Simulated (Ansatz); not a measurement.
CdS (Hawleyite):

```xyz
2
Lattice="-0.0921 2.8051 2.8876 2.8895 -0.0820 2.8775 2.9248 2.8303 -0.1173" Properties=species:S:1:pos:R:3 pbc="T T T"
Cd    0.0000    0.0000    0.0000
S     4.2917    4.1650    4.2358
```

The cell isn't the ideal one: cell strained at random at fixed volume.

| Quantity | Value |
| --- | --- |
| Program | Ansatz 0.2.0 |
| Task | relaxation of cell and atoms |
| Functional | BLYP |
| Potentials or basis | Ansatz PAW |
| Cutoff | 420 eV (not typed: the program's choice for these potentials) |
| k mesh | 6 × 6 × 6 |
| Occupations | fermi-dirac, width 0.025 eV |
| Spin | collinear spin, ferromagnetic start |
| Starting moments | [0.5, 0.0] μB |

At the start: volume 24.81 Å³/atom.

Question: Where does the relaxation end?

Answer: It ends after 5 steps and the volume is 27.52 Å³/atom (+10.9 %); space group F-43m (No. 216, to 0.05 Å); moment 0.00 μB per cell.

The path:
```tsv
step	energy change (eV)	largest force (eV/Å)	volume (Å³)
1	0.0000	0.5223	49.62
2	-0.1183	0.1835	54.08
3	-0.1267	0.0886	54.87
4	-0.1283	0.0010	55.04
5	-0.1291	0.0010	55.04
```

Final structure:
```
Cd S
1.0
    -0.00081    3.01398    3.02045
     3.02140   -0.00082    3.02065
     3.02130    3.01402   -0.00088
Cd S
1 1
Direct
  0.00001 0.00000 0.00003
  0.74999 0.75000 0.74997
```

Caveat: the plane-wave basis is chosen anew once the cell has moved, so the energies of steps on either side of that aren't comparable; the PAW data sets come from PBE, with cores solved anew for the run's functional, which leaves a small shift of forces and pressure; the starting moments weren't kept.
